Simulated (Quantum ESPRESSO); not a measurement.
# MoSe2 under changes of volume

One of the cells (20.129 Å³/atom); the others are scaled copies at fixed shape and fractional positions:

```xyz
6
Lattice="3.2880 0.0000 0.0000 -1.6440 2.8475 0.0000 0.0000 0.0000 12.9000" Properties=species:S:1:pos:R:3 pbc="T T T"
Mo    1.6440    0.9492    9.6750
Mo    0.0000    1.8983    3.2250
Se    1.6440    0.9492    4.8375
Se    0.0000    1.8983   11.2875
Se    1.6440    0.9492    1.6125
Se    0.0000    1.8983    8.0625
```

* Program: Quantum ESPRESSO 7.5
* Functional: PBE
* Potentials or basis: SSSP 1.3 efficiency PBE
* Cutoff: 816 eV
* Density cutoff: 5987 eV
* k mesh: 9 × 9 × 2
* Occupations: fermi-dirac, width 0.05 eV
* Spin: no spin polarisation

```tsv
volume (Å³/atom)	energy over the lowest point (meV/atom)	pressure (GPa)
18.922	127.37	18.5
19.324	85.68	14.6
19.727	53.31	11.1
20.129	29.35	7.9
20.532	12.96	5.1
20.935	?	?
21.337	0.00	0.2
```

**Question.** What does the run at 20.935 Å³/atom give?

**Answer.** Energy over the lowest point 3.40 meV/atom; pressure 2.5 GPa.

Worked out: A Birch-Murnaghan fit of order 3 (a polynomial in V^(-2/3)) to the other rows has its minimum at 21.38 Å³/atom, just outside them, with B0 = V·E''(V) = 116 GPa and B' = 4.5 at fixed shape and positions, which overstates the stiffness. It gives 3.40 meV/atom at 20.935 Å³/atom, against the run's 3.40, and -dE/dV = 2.5 GPa, against 2.5.

Energies are extrapolated to zero smearing.

Caveats: this functional lacks dispersion, which binds the layers, so the pressure and a relaxed spacing across them are unreliable.
